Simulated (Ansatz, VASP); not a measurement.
# One calculation of CoSi2, two programs

INCAR

```
PREC = Accurate
ENCUT = 600
EDIFF = 1E-6
ISMEAR = 0
SIGMA = 0.05
LREAL = False
LASPH = True
NELM = 60
ALGO = Normal
ISIF = 3
LWAVE = False
LCHARG = False
GGA = PE
IBRION = 2
NSW = 50
EDIFFG = -0.01
```

KPOINTS

```
Automatic mesh
0
Gamma
  12 12 12
```

POSCAR

```
CoSi2
1.0
    0.0000000000      2.6798182503      2.6798182503
    2.6798182503      0.0000000000      2.6798182503
    2.6798182503      2.6798182503      0.0000000000
Co Si
1 2
Direct
    0.0000000000      0.0000000000      0.0000000000
    0.2500000000      0.2500000000      0.2500000000
    0.7500000000      0.7500000000      0.7500000000
```

Input for Ansatz:

```yaml
crystal:
  lattice:
    - [0.0, 2.6798182503, 2.6798182503]
    - [2.6798182503, 0.0, 2.6798182503]
    - [2.6798182503, 2.6798182503, 0.0]
  atoms:
    - { symbol: Co, position: [0.0, 0.0, 0.0] }
    - { symbol: Si, position: [0.25, 0.25, 0.25] }
    - { symbol: Si, position: [0.75, 0.75, 0.75] }
basis:
  ecutwfc: 420
  ecutrho_ratio: 4
kpoints:
  mp_grid: { grid: [12, 12, 12] }
hamiltonian:
  xc: pbe
scf:
  occupations: { method: gaussian, width: 0.05 }
output:
  forces: true
  stress: true
  eigenvalues: true
relax:
  f_tol: 0.01
  max_steps: 30
  cell: { stress_tol: 0.05 }
```

Alike in both runs: task relaxation of cell and atoms; functional PBE; k mesh 12 × 12 × 12; occupations gaussian, width 0.05 eV; no spin polarisation.

|  | VASP | Ansatz |
| --- | --- | --- |
| version | VASP 6.6.1 | Ansatz 0.2.0 |
| potentials or method | VASP PAW PBE potentials, release 64 (Co, Si) | scalar-relativistic, plane waves, PAW |
| plane-wave cutoff (eV) | 600 | 420 |
| valence electrons in the cell | 17 | 25 |

|  | VASP | Ansatz | Ansatz less VASP |
| --- | --- | --- | --- |
| gap on the k mesh at the Fermi level, each at its own relaxed structure (eV) | none | none | - |
| relaxed volume (Å³/atom) | 12.82 | 12.83 | +0.013 |
| relaxed cell length with the largest relative difference (Å) | 3.789 | 3.790 | +0.0013 |

A gap of «none» marks a metal or a gap that the smearing closes. The two sets of potentials don't hold the same shells in valence.

Spin polarisation is off, so any magnetic state and its effect on volume and gap are missing.
